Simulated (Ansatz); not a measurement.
MgO (CsCl type), 2 atoms and 16 valence electrons in a cell of about 18 Å³, was run 18 times in Ansatz 0.2.0, each time on 4 threads of Arm Neoverse N1 (shared host).

```csv
run,k mesh,irreducible k,cutoff (eV),plane waves,bands,SCF iterations,wall time,peak host memory (GiB)
"relaxation, PBE",10×10×10,56,420,365,12,66,6.2 s,0.33
"relaxation, r2SCAN",8×8×8,35,500,461,12,23,3.7 s,0.36
"bands, PBE",10×10×10,56,420,365,12,6,1.1 s,0.31
"single point, r2SCAN",10×10×10,56,500,461,12,6,1.5 s,0.34
"single point, HSE06",6×6×6,20,420,365,12,11,11 s,0.61
"single point, PBE0",6×6×6,20,420,365,12,11,11 s,0.61
"single point, LDA",10×10×10,56,420,365,12,6,0.96 s,0.3
"G0W0, PBE, 53 empty bands, 120 eV",6×6×6,20,420,365,12,6,7.8 s,0.32
"relaxation, PBEsol",8×8×8,35,420,365,12,44,2.9 s,0.31
"Γ phonons, PBEsol",8×8×8,75,420,365,12,11,8.7 s,0.42
"field response, r2SCAN",8×8×8,75,500,461,12,11,12 s,0.5
"field response, PBE",8×8×8,75,420,365,12,12,6.7 s,0.4
"G0W0, PBE, 133 empty bands, 220 eV",6×6×6,20,420,365,12,6,30 s,0.39
"single point, DDH-PBE0",6×6×6,20,420,365,12,12,16 s,0.65
"relaxation, LDA",8×8×8,35,420,341,12,43,2.8 s,0.31
"relaxation, HSE06",6×6×6,20,420,365,12,51,17 s,0.63
"single point, LC-ωPBE",6×6×6,20,420,365,12,14,7.3 s,0.65
"single point, Hartree-Fock",6×6×6,20,420,365,12,21,12 s,0.61
```

The slowest run (G0W0, PBE, 133 empty bands, 220 eV) took about 30 times as long as the quickest (single point, LDA).
